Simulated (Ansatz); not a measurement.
**W (fcc): energy against volume**

Level of theory: DFT, RPBE, plane waves (420 eV) with PAW, scalar-relativistic (Ansatz). (PAW data from PBE, frozen cores regenerated.)

The cell is scaled uniformly from the relaxed one, with fractional coordinates and shape fixed. Energies are extrapolated to zero smearing, pressures are those at the given smearing. Magnetic state: spin not included.

A Birch-Murnaghan fit gives V₀ = 16.64 Å³/atom, B₀ = 273 GPa, B₀′ = 4.0.

**Question.** What are the energy above the minimum and the pressure at 14.673 Å³/atom?

**Answer.** 245.4 meV/atom and 44.69 GPa as computed.

**Question.** What are the energy above the minimum and the pressure at 15.339 Å³/atom?

**Answer.** 99.8 meV/atom and 26.60 GPa as computed.

**Question.** What are the energy above the minimum and the pressure at 18.007 Å³/atom?

**Answer.** 83.6 meV/atom and -18.12 GPa as computed.
